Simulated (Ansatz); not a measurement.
# C (P6_3/mmc) in Ansatz: notebook

One crystal, C, is run at these levels: RPBE+D3(BJ); tasks: single point, equation of state.

The COD entry that gives the cell may itself be a prediction, so a difference from it is no test against experiment.

Everything below comes from runs of Ansatz 0.2.0. Logs are shortened: lines on timing, memory, paths and dates and some standing lists are left out, and cuts for length are marked.

## 1. The structure

Symmetry: P6_3/mmc, No. 194, hexagonal system. Conventional cell: a = 2.522 Å, b = 2.522 Å, c = 8.237 Å, α = 90.00°, β = 90.00°, γ = 120.00°. C (site symmetry 3m) has 4 C at 1.54 Å as nearest neighbours. Around C (site symmetry 3m) lie 4 C at 1.54 Å.

This is a hexagonal form of diamond, not graphite.

## 2. Single point, RPBE+D3(BJ), 5.33 Å³/atom (volume scaled by 0.94)

File input.yaml:

```yaml
crystal:
  lattice:
    - [2.4706141248, 0.0, 0.0]
    - [-1.2353070624, 2.139614595, 0.0]
    - [0.0, 0.0, 8.0689487361]
  atoms:
    - { symbol: C, position: [0.6666666667, 0.3333333333, 0.84375] }
    - { symbol: C, position: [0.3333333333, 0.6666666667, 0.34375] }
    - { symbol: C, position: [0.6666666667, 0.3333333333, 0.65625] }
    - { symbol: C, position: [0.3333333333, 0.6666666667, 0.15625] }
    - { symbol: C, position: [0.0, 0.0, 0.90625] }
    - { symbol: C, position: [0.0, 0.0, 0.40625] }
    - { symbol: C, position: [0.0, 0.0, 0.59375] }
    - { symbol: C, position: [0.0, 0.0, 0.09375] }
hamiltonian:
  xc: rpbe
  pseudopotentials: { kind: paw }
  dispersion: d3bj
kpoints:
  mp_grid: { grid: [12, 12, 4] }
scf:
  occupations: { method: fermi_dirac, width: 0.05 }
output:
  forces: true
  stress: true
  eigenvalues: true
```

Potentials or basis: Ansatz PAW.

Command:

```
ansatz run input.yaml --threads 2 --pin off --max-ram 5120MiB --backend cpu --events-out ev --progress --plain --runs-dir out
```

Output:

```text
Warning: RAYON_NUM_THREADS=2 ignored (pool sized by the plan → 2); use --threads N
Engine: ansatz 0.2.0, x86_64-unknown-linux-gnu
Pseudopotentials: kind: paw
Pseudopotential: C, paw, valence charge 4, recommended cutoff 420 eV (normal), C.paw.azcp
Functional definition: RPBE
  parameter kappa = 0.804
  parameter beta = 0.06672455060314922
  exchange = rpbe_x(kappa = kappa, mu = beta*pi^2/3)
  correlation = pbe_c(beta = beta)
Crystal: 8 atoms, lattice volume = 42.654 Å³
Basis set: ecut = 420 eV, 813 PW (Γ), exchange–correlation on 36×36×108 points (8 copies of the dense FFT grid, shifted against one another)
Bands: 24, of which v1, the nominal top of the filled ones, is band 16 counted from 1 (15 counted from 0)
Symmetry: 24 space group operations
Space group: P63/mmc (ITA 194), of the structure as read, at distance tolerance 3.5e-5 Å
k-points: 57 of 576
Non-local potential: C, projectors of the file, l = 0: 2, l = 1: 2, l = 2: 1
PAW form: soft (Blöchl's): semilocal exchange-correlation on the pseudo side does not see the compensation charge
PAW frozen core: C, regenerated for the run's functional, and the local potential with it (the file was generated under x = pbe(κ = 0.804, μ = 0.2195149727645171), c = pbe(β = 0.06672455060314922))
PAW one-centre angular grid: C, 110 points (default); XC on 64 Gauss nodes
Initial density: superposition of atomic densities (neutral atoms: chi_scale 0, normalization atom), corrected by the library's trained network
Initial wavefunctions: pseudopotential atomic-orbital guess
Functional: x = rpbe, c = pbe(β = 0.06672455060314922)
SCF iter   1: F=—  HF=-2020.888131 eV  |F-HF|=—  |Δ(HF+E_count)|=         —  Δρ=6.95e-3  dr2=8.93e-3  ethr=1.77e-3  ⟨swp⟩=5.8  Hψ=6721  notcnv=0  defer=13
preconditioner: auto → none  [insulator: Δε(μ)=4.542 eV  Ē_g=17.793 eV  σ=0.050 eV  W_gap=1.00  n_scr=6 (ndim 8)  ℏωp=32.2 eV  f_vac=0.000  D(μ)=0.00/eV (n_scr^D=0)  ε∞_Penn≈4.3]
SCF iter   2: F=—  HF=-2020.886477 eV  |F-HF|=—  |Δ(HF+E_count)|=   1.65e-3  Δρ=2.98e-3  dr2=1.29e-3  ethr=2.79e-5  ⟨swp⟩=2.5  Hψ=2731  notcnv=0  defer=60
SCF iter   3: F=—  HF=-2020.886659 eV  |F-HF|=—  |Δ(HF+E_count)|=   1.82e-4  Δρ=4.90e-4  dr2=8.22e-5  ethr=4.02e-6  ⟨swp⟩=2.4  Hψ=2192  notcnv=0  defer=25
automatic band count: iteration 3 solves 23 bands in place of 24: the levels show a gap, and the empty bands left out lie too high to hold charge; the band table lists the bands solved (type scf.n_extra_bands for more)
SCF iter   4: F=—  HF=-2020.886717 eV  |F-HF|=—  |Δ(HF+E_count)|=   5.73e-5  Δρ=1.66e-4  dr2=4.13e-6  ethr=2.57e-7  ⟨swp⟩=2.0  Hψ=1805  notcnv=0  defer=25
iter 5 did not close the SCF: its close was put off for the readings that it lacked (scf_convergence_deferred on its scf_iter line)
SCF iter   5: F=-2020.886722 eV  HF=-2020.886722 eV  |F-HF|=2.72e-8  |Δ(HF+E_count)|=   4.97e-6  Δρ=1.18e-5  dr2=3.21e-8  ethr=1.29e-8  ⟨swp⟩=2.4  Hψ=2088  notcnv=0  defer=25
SCF iter   6: F=-2020.886722 eV  HF=-2020.886722 eV  |F-HF|=8.22e-10  |Δ(HF+E_count)|=   3.47e-8  Δρ=1.52e-6  dr2=5.36e-10  ethr=1.00e-10  ⟨swp⟩=6.2  Hψ=5465  notcnv=0
SCF 1 converged in 6 iterations: F = -2020.886722 eV  dr2 = 5.36e-10
SCF converged after 6 iterations
Free energy (F): -2020.886722 eV
Harris-Foulkes:  -2020.886722 eV  (|F-HF|=8.22e-10)
Internal energy: -2020.886722 eV  (E = F + TS)
E sigma→0 (E₀):  -2020.886722 eV
Fermi energy:    16.974657 eV
--- Per-component energies (eV) ---
  E_band       = 165.570761
  E_kinetic    = 755.099072
  E_local      = -468.026456  (includes V_loc(G=0)·N_el)
  E_nonlocal   = 211.778765
  E_hartree    = 104.371809
  E_xc         = -395.075009
  E_vxc        = -490.410789  (∫ρ·V_xc dr)
  E_paw        = -804.125493  (= ΣΔE_a)
  E_vpaw       = -51.613357  (= ΣTr[D̂ρ^β])
  E_aug_tail   = 0.000057  (compensation charges beyond the density's cutoff)
  E_ewald      = -1419.793894
  E_disp       = -4.997058  (pairwise vdW)
  E_core_change = -0.118515  (= ΣΔE_core)
  E_smearing   = -0.000000  (= −TS)
  E_closure    = -0.000000  (closes the sum)
  Σ components = -2020.886722   (vs F -2020.886722, Δ=0.00e0)
--- Forces (eV/Å), atoms counted from 1 ---
  atom   1  C     -0.00000000    -0.00000000     0.35186212
  atom   2  C      0.00000000     0.00000000     0.35186212
  atom   3  C     -0.00000000    -0.00000000    -0.35186212
  atom   4  C      0.00000000     0.00000000    -0.35186212
  atom   5  C      0.00000000     0.00000000     0.38008785
  atom   6  C     -0.00000000    -0.00000000     0.38008785
  atom   7  C      0.00000000     0.00000000    -0.38008785
  atom   8  C      0.00000000    -0.00000000    -0.38008785
  max |Σ_I F_I| component: 1.85e-16 eV/Å
--- Stress (GPa, compression-positive) ---
       13.832199       0.000000       0.000000
       -0.000000      13.832199       0.000000
        0.000000       0.000000      28.389100
  P = ⅓ Tr σ = 18.6845 GPa (186.845 kbar)
--- Band table (eV; the first three rows and the last of 57) ---
  k-point 0: bands = ["-7.8379", "-6.0693", "-6.0160", "-1.6745", "0.4478", "7.6441", "7.7284", "11.4973", "11.4973", "12.6304", "12.6304", "12.8756", "12.8756", "14.4926", "14.7346", "14.7346", "20.0617", "20.0617", "20.6325", "21.9587", "21.9587", "22.5899", "23.0079"]
  k-point 1: bands = ["-7.7248", "-6.8244", "-5.0497", "-2.5584", "1.5196", "5.4756", "9.9235", "11.5801", "11.5801", "12.2148", "12.2148", "13.3801", "13.3801", "13.7619", "14.5234", "14.5234", "20.3062", "20.3062", "21.0252", "21.5795", "21.5795", "22.3595", "23.2735"]
  k-point 2: bands = ["-7.3863", "-7.3863", "-3.8653", "-3.8653", "3.3841", "3.3841", "11.8242", "11.8242", "11.8242", "11.8242", "12.0441", "12.0441", "14.0068", "14.0068", "14.0068", "14.0068", "20.9019", "20.9019", "20.9019", "20.9019", "21.7658", "21.7658", "23.6214"]
  k-point 56: bands = ["-0.0714", "-0.0714", "0.0623", "0.0623", "2.4287", "2.4287", "3.2740", "3.2740", "4.8295", "4.8295", "5.6377", "5.6377", "9.0542", "9.0542", "9.2882", "9.2882", "20.0138", "20.0138", "25.0451", "25.0451", "26.3143", "26.3143", "27.0453"]
```

It took 1.6 s on 2 threads of Intel Xeon Platinum 8259CL at 2.50GHz (Skylake/Cascade Lake), shared host; peak memory 0.39 GiB.

Results:

```yaml
Free_energy: -2020.8867 eV
Pressure: 18.7 GPa
Largest_force: 0.380 eV/Å
Band_gap_on_the_k_mesh: 4.56 eV, indirect (least direct gap 5.33 eV)
```

Caveat: the pressure holds a Pulay correction of +0.9 GPa for the finite cutoff; the PAW data sets come from PBE, with cores solved anew for the run's functional, which leaves a small shift of forces and pressure.

## 3. Single point, RPBE+D3(BJ), 5.45 Å³/atom (volume scaled by 0.96)

Edit input.yaml of step 2 so:

```diff
@@ -2,5 +2,5 @@
   lattice:
-    - [2.4706141248, 0.0, 0.0]
-    - [-1.2353070624, 2.139614595, 0.0]
-    - [0.0, 0.0, 8.0689487361]
+    - [2.4880133891, 0.0, 0.0]
+    - [-1.2440066945, 2.1546827999, 0.0]
+    - [0.0, 0.0, 8.125774191]
   atoms:
```

Potentials or basis: Ansatz PAW.

Command:

```
ansatz run input.yaml --threads 2 --pin off --max-ram 5120MiB --backend cpu --events-out ev --progress --plain --runs-dir out
```

It took 1.7 s on 2 threads of Intel Xeon Platinum 8259CL at 2.50GHz (Skylake/Cascade Lake), shared host; peak memory 0.39 GiB.

It converged, with:

- Free energy: -2020.9620 eV
- Pressure: 8.1 GPa
- Largest force: 0.365 eV/Å
- Band gap on the k mesh: 4.51 eV, indirect (least direct gap 5.28 eV)

Caveat: the pressure holds a Pulay correction of +0.9 GPa for the finite cutoff; the PAW data sets come from PBE, with cores solved anew for the run's functional, which leaves a small shift of forces and pressure.

## 4. Single point, RPBE+D3(BJ), 5.56 Å³/atom (volume scaled by 0.98)

Edit input.yaml of step 3 so:

```diff
@@ -2,5 +2,5 @@
   lattice:
-    - [2.4880133891, 0.0, 0.0]
-    - [-1.2440066945, 2.1546827999, 0.0]
-    - [0.0, 0.0, 8.125774191]
+    - [2.5051726443, 0.0, 0.0]
+    - [-1.2525863222, 2.1695431509, 0.0]
+    - [0.0, 0.0, 8.1818157839]
   atoms:
@@ -26 +26,5 @@
   eigenvalues: true
+  write_density: true
+  write_potential: true
+  elf: true
+  volumetric_format: npy
```

Command:

```
ansatz run input.yaml --threads 2 --pin off --max-ram 5120MiB --backend cpu --events-out ev --progress --plain --runs-dir out
```

It took 2.3 s on 2 threads of Intel Xeon Platinum 8259CL at 2.50GHz (Skylake/Cascade Lake), shared host; peak memory 0.39 GiB.

The run converged. Its results:

```yaml
Free_energy: -2020.9806 eV
Pressure: -1.5 GPa
Largest_force: 0.350 eV/Å
Band_gap_on_the_k_mesh: 4.47 eV, indirect (least direct gap 5.24 eV)
```

Caveat: the pressure holds a Pulay correction of +0.9 GPa for the finite cutoff; the PAW data sets come from PBE, with cores solved anew for the run's functional, which leaves a small shift of forces and pressure.

## 5. Single point, RPBE+D3(BJ), 5.67 Å³/atom

Edit input.yaml of step 4 so:

```diff
@@ -2,5 +2,5 @@
   lattice:
-    - [2.5051726443, 0.0, 0.0]
-    - [-1.2525863222, 2.1695431509, 0.0]
-    - [0.0, 0.0, 8.1818157839]
+    - [2.5221, 0.0, 0.0]
+    - [-1.26105, 2.1842026709, 0.0]
+    - [0.0, 0.0, 8.2371]
   atoms:
@@ -26,5 +26 @@
   eigenvalues: true
-  write_density: true
-  write_potential: true
-  elf: true
-  volumetric_format: npy
```

Command:

```
ansatz run input.yaml --threads 2 --pin off --max-ram 5120MiB --backend cpu --events-out ev --progress --plain --runs-dir out
```

Run time: 1.7 s. Hardware: 2 threads of Intel Xeon Platinum 8259CL at 2.50GHz (Skylake/Cascade Lake), shared host; peak memory 0.4 GiB.

Results (log left out):

| Item | Value |
| --- | --- |
| Free energy | -2020.9474 eV |
| Pressure | -10.2 GPa |
| Largest force | 0.337 eV/Å |
| Band gap on the k mesh | 4.42 eV, indirect (least direct gap 5.20 eV) |

Caveat: the pressure holds a Pulay correction of +0.9 GPa for the finite cutoff; the PAW data sets come from PBE, with cores solved anew for the run's functional, which leaves a small shift of forces and pressure.

## 6. Single point, RPBE+D3(BJ), 5.79 Å³/atom (volume scaled by 1.02)

Edit input.yaml of step 5 so:

```diff
@@ -2,5 +2,5 @@
   lattice:
-    - [2.5221, 0.0, 0.0]
-    - [-1.26105, 2.1842026709, 0.0]
-    - [0.0, 0.0, 8.2371]
+    - [2.5388031358, 0.0, 0.0]
+    - [-1.2694015679, 2.1986680108, 0.0]
+    - [0.0, 0.0, 8.2916519209]
   atoms:
```

Potentials or basis: Ansatz PAW.

Command:

```
ansatz run input.yaml --threads 2 --pin off --max-ram 5120MiB --backend cpu --events-out ev --progress --plain --runs-dir out
```

It took 1.7 s on 2 threads of Intel Xeon Platinum 8259CL at 2.50GHz (Skylake/Cascade Lake), shared host; peak memory 0.38 GiB.

It converged, with:

```
Free energy            : -2020.8670 eV
Pressure               : -18.1 GPa
Largest force          : 0.324 eV/Å
Band gap on the k mesh : 4.38 eV, indirect (least direct gap 5.15 eV)
```

Caveat: the pressure holds a Pulay correction of +0.9 GPa for the finite cutoff; the PAW data sets come from PBE, with cores solved anew for the run's functional, which leaves a small shift of forces and pressure.

## 7. Single point, RPBE+D3(BJ), 5.90 Å³/atom (volume scaled by 1.04)

Edit input.yaml of step 6 so:

```diff
@@ -2,5 +2,5 @@
   lattice:
-    - [2.5388031358, 0.0, 0.0]
-    - [-1.2694015679, 2.1986680108, 0.0]
-    - [0.0, 0.0, 8.2916519209]
+    - [2.5552893324, 0.0, 0.0]
+    - [-1.2776446662, 2.2129454759, 0.0]
+    - [0.0, 0.0, 8.3454953252]
   atoms:
```

Command:

```
ansatz run input.yaml --threads 2 --pin off --max-ram 5120MiB --backend cpu --events-out ev --progress --plain --runs-dir out
```

Wall time 1.7 s (2 threads of Intel Xeon Platinum 8259CL at 2.50GHz (Skylake/Cascade Lake), shared host); peak memory 0.39 GiB.

Results (log left out):

- Free energy: -2020.7441 eV
- Pressure: -25.2 GPa
- Largest force: 0.311 eV/Å
- Band gap on the k mesh: 4.34 eV, indirect (least direct gap 5.11 eV)

Caveat: the pressure holds a Pulay correction of +0.9 GPa for the finite cutoff; the PAW data sets come from PBE, with cores solved anew for the run's functional, which leaves a small shift of forces and pressure.

## 8. Single point, RPBE+D3(BJ), 6.01 Å³/atom (volume scaled by 1.06)

Edit input.yaml of step 7 so:

```diff
@@ -2,5 +2,5 @@
   lattice:
-    - [2.5552893324, 0.0, 0.0]
-    - [-1.2776446662, 2.2129454759, 0.0]
-    - [0.0, 0.0, 8.3454953252]
+    - [2.5715654994, 0.0, 0.0]
+    - [-1.2857827497, 2.22704105, 0.0]
+    - [0.0, 0.0, 8.3986527796]
   atoms:
```

Command:

```
ansatz run input.yaml --threads 2 --pin off --max-ram 5120MiB --backend cpu --events-out ev --progress --plain --runs-dir out
```

Wall time 1.7 s (2 threads of Intel Xeon Platinum 8259CL at 2.50GHz (Skylake/Cascade Lake), shared host); peak memory 0.4 GiB.

It converged, with:

```yaml
Free_energy: -2020.5826 eV
Pressure: -31.7 GPa
Largest_force: 0.299 eV/Å
Band_gap_on_the_k_mesh: 4.29 eV, indirect (least direct gap 5.07 eV)
```

Caveat: the pressure holds a Pulay correction of +0.9 GPa for the finite cutoff; the PAW data sets come from PBE, with cores solved anew for the run's functional, which leaves a small shift of forces and pressure.

## 9. Equation of state, RPBE+D3(BJ)

Potentials or basis: Ansatz PAW.

This step only gathers the single runs of the series.

What came out:

```
Equilibrium volume                        : 5.54 Å³/atom
Bulk modulus at fixed shape and positions : 453 GPa
Pressure derivative of the bulk modulus   : 3.7
```

Energy against volume, from the lowest point:
```
volume (Å³/atom)  energy (meV/atom)
           5.332              11.74
           5.445               2.33
           5.559               0.00
           5.672               4.16
           5.785              14.20
           5.899              29.57
           6.012              49.76
```

Caveat: the potentials were made for another functional, which shifts forces and pressure; the cell was scaled at fixed shape and fractional positions, which overstates the stiffness of a crystal with free parameters, most of all of layers and chains.
